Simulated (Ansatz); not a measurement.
# Elastic constants of Ti at 7 GPa (stress–strain coefficients): input and output

Level of theory: DFT PBEsol, scalar-relativistic, plane waves, PAW in Ansatz.

Launched with:
```bash
ansatz run input.yaml --threads 1 --pin off --max-ram 3072MiB --backend cpu --events-out ev --progress --plain --runs-dir out
```

Input (bare energies are in eV):
```yaml
crystal:
  lattice:
    - [2.8485852831, 0.0, 0.0]
    - [-1.4242926415, 2.46694722, 0.0]
    - [0.0, 0.0, 4.52412856]
  atoms:
    - { symbol: Ti, position: [0.3333333333, 0.6666666667, 0.25] }
    - { symbol: Ti, position: [0.6666666667, 0.3333333333, 0.75] }
basis:
  ecutwfc: 420
kpoints:
  mp_grid: { grid: [18, 18, 10] }
hamiltonian:
  xc: pbesol
scf:
  occupations: { method: fermi_dirac, width: 0.15 }
output:
  forces: true
  stress: true
  eigenvalues: true
elastic:
  mode: relaxed_ion
  amplitude: 0.005
```

From the output:
```
--- Elastic constants: 3 strain directions × 4 members + reference (group order 24) ---
  dense FFT box of the reference and of every strained cell: 20×20×32
  strains applied: 11, 33, 23; error gains: componentwise 1.00 (the most a stress slope's error grows in a printed constant), spectral 1.41 (1 for all six strains in a standard setting)
  C = ∂σ_k/∂η_j (tension-positive GPa; Voigt order 11 22 33 23 13 12):
       175.211    140.734    103.411      0.000      0.000     -0.000
       140.734    175.211    103.411     -0.000     -0.000      0.000
       103.405    103.405    224.520      0.000      0.000      0.000
         0.000     -0.000      0.000     34.633      0.000      0.000
        -0.000      0.000     -0.000     -0.000     34.633     -0.000
         0.000     -0.000      0.000     -0.000      0.000     17.239
  reference stress σ⁰ (GPa):     -7.005     -7.005     -7.005     -0.000      0.000      0.000
  C* (energy form; C + prestress term) asymmetry max|C*_kj − C*_jk| = 5.702e-3 GPa — a small one proves nothing (zero by symmetry where the batch's group is 432, −43m or m−3m); a large one is finite-difference/SCF noise where every solve ...
  moduli (Voigt/Reuss/Hill, GPa): K = 141.12/141.02/141.07   G = 32.46/26.20/29.33   E = 82.28   ν = 0.403
  mechanically stable: yes (min eigenvalue of sym C = 17.24 GPa)
  the stresses are not corrected for the forces that the relaxations left standing (`elastic.f_tol`)
  strain η (Voigt 11):  stress-route row diagonal C_11 = 175.21 GPa, energy-path curvature d²(F+E_count+ΔE)/dδ²/Ω₀ = 175.19 GPa
    cells at ±δ against ±2δ: C21 140.68 and 140.51 GPa, apart by 0.10 % of the column's largest entry
         δ    σ_11 (GPa) F (eV) n_scf n_hpsi n_pw
    -1.000e-2      -8.7961       -4947.8237684      11  173458    640   relax 4 steps, max|allowed force component| 8.82e-6 eV/Å
    -5.000e-3      -7.8911       -4947.8320443      12  183842    640   relax 3 steps, max|allowed force component| 2.04e-6 eV/Å
     5.000e-3      -6.1393       -4947.8459499      12  185466    648   relax 3 steps, max|allowed force component| 5.26e-6 eV/Å
     1.000e-2      -5.2944       -4947.8516190      11  176220    648   relax 3 steps, max|allowed force component| 1.24e-5 eV/Å
  strain η (Voigt 33):  stress-route row diagonal C_33 = 224.52 GPa, energy-path curvature d²(F+E_count+ΔE)/dδ²/Ω₀ = 224.51 GPa
    cells at ±δ against ±2δ: C23 103.43 and 103.48 GPa, apart by 0.02 % of the column's largest entry
         δ    σ_33 (GPa) F (eV) n_scf n_hpsi n_pw
    -1.000e-2      -9.3017       -4947.8232706       7   66117    638   relax 0 steps, max|allowed force component| 2.41e-16 eV/Å
    -5.000e-3      -8.1407       -4947.8319205       4   54295    640   relax 0 steps, max|allowed force component| 3.89e-16 eV/Å
     5.000e-3      -5.8956       -4947.8458284       4   53949    640   relax 0 steps, max|allowed force component| 2.59e-16 eV/Å
     1.000e-2      -4.8123       -4947.8511373       6   55661    646   relax 0 steps, max|allowed force component| 1.11e-16 eV/Å
  strain η (Voigt 23):  stress-route row diagonal C_44 = 34.63 GPa, energy-path curvature d²(F+E_count+ΔE)/dδ²/Ω₀ = 38.14 GPa
    cells at ±δ against ±2δ: C44 34.62 and 34.59 GPa, apart by 0.09 % of the column's largest entry
         δ    σ_23 (GPa) F (eV) n_scf n_hpsi n_pw
    -1.000e-2      -0.3459       -4947.8390536      12  294643    640   relax 3 steps, max|allowed force component| 5.18e-6 eV/Å
    -5.000e-3      -0.1731       -4947.8393369      12  294200    640   relax 2 steps, max|allowed force component| 2.79e-5 eV/Å
     5.000e-3       0.1731       -4947.8393369      12  294268    640   relax 2 steps, max|allowed force component| 2.79e-5 eV/Å
     1.000e-2       0.3459       -4947.8390536      12  294694    640   relax 3 steps, max|allowed force component| 5.20e-6 eV/Å
```

It took 5.4 min on 1 thread of Intel(R) Xeon(R) 6975P-C (Granite Rapids), with other jobs on the host, peak memory 0.77 GiB.

In a metal, frequencies and elastic constants depend on the k mesh and the smearing, soft modes and shear constants most.

The least eigenvalue is 17.2 GPa; in a metal on this mesh the verdict on stability isn't firm within about 20 GPa or a tenth of the bulk modulus.